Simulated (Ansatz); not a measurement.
Where the states of N lie

```cif
data_structure
_symmetry_space_group_name_H-M 'Pnma'
_symmetry_Int_Tables_number 62
_cell_length_a 4.7490
_cell_length_b 7.8730
_cell_length_c 3.5410
_cell_angle_alpha 90.000
_cell_angle_beta 90.000
_cell_angle_gamma 90.000
_cell_volume 132.39
loop_
_atom_site_label
_atom_site_type_symbol
_atom_site_symmetry_multiplicity
_atom_site_Wyckoff_symbol
_atom_site_fract_x
_atom_site_fract_y
_atom_site_fract_z
_atom_site_occupancy
N1 N 4 c 0.02050 0.25000 0.63480 1
```

The runs use the primitive cell with vectors (4.749, 0.000, 0.000), (0.000, 7.873, 0.000), (0.000, 0.000, 3.541) Å, to which the k mesh refers.

The geometry is COD entry 1531482, unchecked; take it as a test cell.

These are results of DFT, PBE, all-electron LAPW, scalar-relativistic (Ansatz 0.2.0), not measurements.

Sampling and basis: a Γ-centred 6×4×8 k mesh, Fermi–Dirac smearing of 0.03 eV, basis error target 0.5 meV/atom, no spin polarisation.

States per eV and cell, averaged over 0.6 eV, from -2.2 to 2.4 eV, with energies (bin centres) from the Fermi level; empty bins are left out. 

```json
{"E (eV)": "-2.0", "total": "0.62"}
{"E (eV)": "-1.4", "total": "4.76"}
{"E (eV)": "-0.8", "total": "6.09"}
{"E (eV)": "-0.2", "total": "11.11"}
{"E (eV)": "0.4", "total": "10.20"}
{"E (eV)": "1.0", "total": "2.43"}
{"E (eV)": "1.6", "total": "4.31"}
{"E (eV)": "2.2", "total": "0.47"}
```
